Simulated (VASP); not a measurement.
Set up this calculation in VASP 6.6.1, as the native input.

| Item | Value |
| --- | --- |
| Task | single point |
| Functional | PBE |
| Potentials or basis | VASP PAW PBE potentials, release 64 (O) |
| Cutoff | 520 eV |
| k mesh | 7 × 7 × 3 |
| Occupations | fermi-dirac, width 0.05 eV |
| Spin | no spin polarisation |
| Further INCAR settings | ALGO = Normal; EDIFF = 1e-07; NBANDS = 34 |

The structure of O lies in POSCAR:

```
O
1.0
    4.0441824888      0.0000000000      0.0000000000
    0.0000000000      4.0441824888      0.0000000000
    0.0000000000      0.0000000000      8.7832658222
O
8
Direct
    0.0559171900      0.1359721000      0.2193286400
    0.9440828100      0.8640279000      0.7193286400
    0.3640279000      0.5559171900      0.4693286400
    0.6359721000      0.4440828100      0.9693286400
    0.1359721000      0.0559171900      0.7806713600
    0.8640279000      0.9440828100      0.2806713600
    0.4440828100      0.6359721000      0.0306713600
    0.5559171900      0.3640279000      0.5306713600
```

The input as run:

INCAR

```
SYSTEM = O
PREC = Accurate
ENCUT = 520
EDIFF = 1E-7
ISMEAR = -1
SIGMA = 0.05
LREAL = .FALSE.
LASPH = .TRUE.
NELM = 100
ALGO = Normal
ISIF = 2
LWAVE = .FALSE.
LCHARG = .FALSE.
GGA = PE
NBANDS = 34
```

KPOINTS

```
Automatic mesh
0
G
  7 7 3
  0 0 0
```

Potentials or basis: VASP PAW PBE potentials, release 64 (O).

The run is started by

```bash
$ cat potpaw_PBE.64/O/POTCAR > POTCAR
$ mpirun -np 1 vasp_std > vasp.out
```

It gave:

```
Pressure               : -0.4 GPa
Largest force          : 0.813 eV/Å
Band gap on the k mesh : none (metal or under the smearing width)
```

Caveat: the standard files for N, O and F lose accuracy on very short bonds; spin is off for a triplet molecule.

Wall time 36 s on 1 thread of Intel(R) Xeon(R) 6975P-C (Granite Rapids) (shared host), peak memory 0.25 GiB.
